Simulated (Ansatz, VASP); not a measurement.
# CoO in VASP and in Ansatz

```
CELL_PARAMETERS angstrom
0.00000 2.13150 2.13150
2.13150 0.00000 2.13150
2.13150 2.13150 0.00000
ATOMIC_POSITIONS crystal
Co 0.00000 0.00000 0.00000
O 0.50000 0.50000 0.50000
```

Alike in both runs: task single point; functional PBE; k mesh 11 × 11 × 11; occupations gaussian, width 0.012 eV; collinear spin.

|  | VASP | Ansatz |
| --- | --- | --- |
| version | VASP 6.6.1 | Ansatz 0.2.0 |
| potentials or method | VASP PAW PBE potentials, release 64 (Co, O), cutoff 520 eV | all-electron LAPW, scalar-relativistic |

VASP gave:

```
gap on the k mesh at the Fermi level (eV)                     : none
pressure (GPa)                                                : -2.5
net moment per atom (μB)                                      : 1.46
size of the moment on the site where the two differ most (μB) : 2.57
```

Problem. Which values does Ansatz return?

Solution. gap on the k mesh at the Fermi level (eV): none; pressure (GPa): -1.6; net moment per atom (μB): 1.49; size of the moment on the site where the two differ most (μB): 2.63.

Site moments also hang on the region over which each program counts them. A gap of «none» marks a metal or a gap that the smearing closes. Ansatz ran all-electron here, so the differences hold the error of VASP's frozen core and of both bases.

Caveats: a cell with one magnetic atom can't hold antiferromagnetic order, which such compounds often take; semilocal functionals often make such compounds metallic where correlation or magnetic order opens a gap, which also shifts bond lengths.
